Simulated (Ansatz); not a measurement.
This log comes from Ansatz, run on rocksalt BN. It starts from the PBE minimum.

Starting structure:
```xyz
2
Lattice="0.0000 1.7517 1.7517 1.7517 0.0000 1.7517 1.7517 1.7517 0.0000" Properties=species:S:1:pos:R:3 pbc="T T T"
B     0.0000    0.0000    0.0000
N     1.7517    1.7517    1.7517
```

Output, abridged:
```
Functional definition: PBEsol
Crystal: 2 atoms, lattice volume = 10.751 Å³
Basis set: ecut = 420 eV, 181 PW (Γ)
Bands: 8, of which v1, the nominal top of the filled ones, is band 4 counted from 1 (3 counted from 0)
Symmetry: 48 space group operations
Space group: Fm-3m (ITA 225)
k-points: 72 of 1728
preconditioner: auto → none  [insulator: Δε(μ)=1.190 eV  σ=0.020 eV  ℏωp=32.0 eV]
SCF 1 converged in 6 iterations: F = -530.464857 eV  dr2 = 3.74e-13
relax step 1: F+E_penalty+E_count = -530.46485739 eV  P = -6.872 GPa  Ω = 10.751 Å³
SCF 2 converged in 6 iterations: F = -530.468708 eV  dr2 = 4.01e-14
relax step 2: F+E_penalty+E_count = -530.46870795 eV  P = -3.357 GPa  Ω = 10.655 Å³
SCF 3 converged in 6 iterations: F = -530.470368 eV  dr2 = 4.92e-14
relax step 3: F+E_penalty+E_count = -530.47036754 eV  P = +0.079 GPa  Ω = 10.564 Å³
SCF 4 converged in 7 iterations: F = -530.470351 eV  dr2 = 1.62e-17
relax step 4: F+E_penalty+E_count = -530.47035134 eV  P = -0.001 GPa  Ω = 10.566 Å³
SCF 5 converged in 8 iterations: F = -530.469021 eV  dr2 = 5.79e-19
relax step 5: F+E_penalty+E_count = -530.46902082 eV  P = -0.216 GPa  Ω = 10.566 Å³  (SCF on a basis re-selected at this cell)
SCF 6 converged in 7 iterations: F = -530.469069 eV  dr2 = 1.37e-16
relax step 6: F+E_penalty+E_count = -530.46906909 eV  P = -0.002 GPa  Ω = 10.561 Å³
SCF 7 converged in 7 iterations: F = -530.469069 eV  dr2 = 5.18e-14
relax step 7: F+E_penalty+E_count = -530.46906909 eV  P = -0.005 GPa  Ω = 10.561 Å³  (SCF on a basis re-selected at this cell)
SCF converged after 7 iterations
Free energy (F): -530.469069 eV
Fermi energy:    15.412536 eV
--- Per-component energies (eV) ---
  E_band       = 47.327752
  E_kinetic    = 183.510513
  E_local      = -124.699275
  E_nonlocal   = 55.991251
  E_hartree    = 35.092716
  E_xc         = -92.629379
  E_vxc        = -115.742922
  E_paw        = -197.931691
  E_vpaw       = -21.917336
  E_ewald      = -389.846103
  E_core_change = 0.042810
--- Stress (GPa, compression-positive) ---
       -0.004998       0.000000       0.000000
        0.000000      -0.004998       0.000000
        0.000000       0.000000      -0.004998
  P = ⅓ Tr σ = -0.0050 GPa (-0.050 kbar)
--- Relaxed structure (5 steps of the walk, 5 accepted, 2 SCFs on fresh bases) ---
  F+E_penalty+E_count = -530.46906909 eV
  cell:  # Å, volume = 10.5607 Å³
    - [0.000000, 1.741358, 1.741358]
    - [1.741358, 0.000000, 1.741358]
    - [1.741358, 1.741358, 0.000000]
  atoms:
    - { symbol: B, position: [0.000000, 0.000000, 0.000000] }
    - { symbol: N, position: [0.500000, 0.500000, 0.500000] }
```

**Question.** Which of these blocks stood in the input: relax, gw, phonons, dielectric, magnetization (spin_orbit)?

**Answer.** relax. The relax steps with a changing cell volume need the relax block with cell.

**Question.** Which k mesh was typed?

**Answer.** 12×12×12, Γ-centred.

**Question.** How were the bands filled?

**Answer.** With smearing of width σ = 0.02 eV (Fermi-Dirac in this run).

Run as `ansatz run input.yaml --threads 2 --pin off --max-ram 2211MiB --backend cpu --events-out ev --progress --plain --runs-dir out`. It took 3 s on 2 threads of Arm Neoverse V1, with other jobs on the host; peak host memory 0.27 GiB.

No spin polarisation. The prototype was imposed, so other structures may be more stable.
